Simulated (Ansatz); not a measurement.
**MgS (Niningerite) under changes of volume**

One of the cells (17.609 Å³/atom); the others are scaled copies at fixed shape and fractional positions:

```
CELL_PARAMETERS angstrom
0.00000 2.60165 2.60165
2.60165 0.00000 2.60165
2.60165 2.60165 0.00000
ATOMIC_POSITIONS crystal
S 0.50000 0.50000 0.50000
Mg 0.00000 0.00000 0.00000
```

| Property | Result |
| --- | --- |
| Program | Ansatz 0.2.0 |
| Functional | r2SCAN |
| Potentials or basis | Ansatz PAW |
| Cutoff | 500 eV (not typed: the program's choice for these potentials) |
| k mesh | 9 × 9 × 9 |
| Occupations | fermi-dirac, width 0.05 eV |
| Spin | no spin polarisation |

```tsv
volume (Å³/atom)	energy over the lowest point (meV/atom)	pressure (GPa)	gap on the mesh (eV)
16.553	?	?	?
16.905	7.46	3.5	3.68
17.257	1.79	1.7	3.64
17.609	0.00	0.0	3.59
17.962	1.72	-1.5	3.55
18.314	6.61	-2.9	3.51
18.666	14.37	-4.1	3.46
```

Q: What does the run at 16.553 Å³/atom give?

A: Energy over the lowest point 17.43 meV/atom; pressure 5.6 GPa; gap on the mesh 3.72 eV.

Worked out: A Birch-Murnaghan fit of order 3 (a polynomial in V^(-2/3)) to the other rows has its minimum at 17.61 Å³/atom with B0 = V·E''(V) = 80 GPa and B' = 4.0. It gives 17.42 meV/atom at 16.553 Å³/atom, against the run's 17.43, and -dE/dV = 5.6 GPa, against 5.6. A straight line through the other rows of the gap, of slope -2.21 eV per unit of ln V, extrapolates to 3.73 eV, against the run's 3.72.

Energies are extrapolated to zero smearing.

Caveats: odd divisions of the mesh miss points on the zone boundary, where band edges often lie, so the gap on the mesh can be too wide; the PAW data sets come from PBE, with cores solved anew for the run's functional, which leaves a small shift of forces and pressure.

A mesh can miss the band edges.
